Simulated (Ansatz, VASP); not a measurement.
## Two plane-wave programs on Ta3N2

```xyz
5
Lattice="2.9405 0.0000 0.0000 -1.4702 2.5465 0.0000 0.0000 0.0000 8.6147" Properties=species:S:1:pos:R:3 pbc="T T T"
Ta    0.0000    0.0000    2.9052
Ta    0.0000    0.0000    5.7095
Ta    0.0000    0.0000    0.0000
N     1.4702    0.8488    7.1936
N     1.4702    0.8488    1.4211
```

Alike in both runs: task single point; functional PBE; k mesh 6 × 6 × 2; occupations gaussian, width 0.1 eV; collinear spin.

|  | VASP | Ansatz |
| --- | --- | --- |
| version | VASP 6.6.1 | Ansatz 0.2.0 |
| potentials or method | VASP PAW PBE potentials, release 64 (Ta_pv, N) | scalar-relativistic, plane waves, PAW |
| plane-wave cutoff (eV) | 520 | 420 |
| valence electrons in the cell | 43 | 49 |

|  | VASP | Ansatz | Ansatz less VASP |
| --- | --- | --- | --- |
| gap on the k mesh at the Fermi level (eV) | none | none | - |
| pressure (GPa) | 0.1 | -0.4 | -0.47 |
| largest component of the traceless stress (GPa) | 1.70 | 1.79 | +0.089 |
| rms of the force components (eV/Å) | 0.044 | 0.038 | -0.0064 |
| net moment per atom (μB) | 0.00 | 0.00 | 0.000 |

Atom by atom the forces differ by 0.013 eV/Å (rms over components). A gap of «none» marks a metal or a gap that the smearing closes. The two sets of potentials don't hold the same shells in valence. Ansatz warned: «seeded_moment_not_kept».

Caveats: the k mesh is coarse (spacing up to 0.41 Å⁻¹), so the values aren't converged. Spin-orbit coupling is left out, which matters for the levels of Ta.
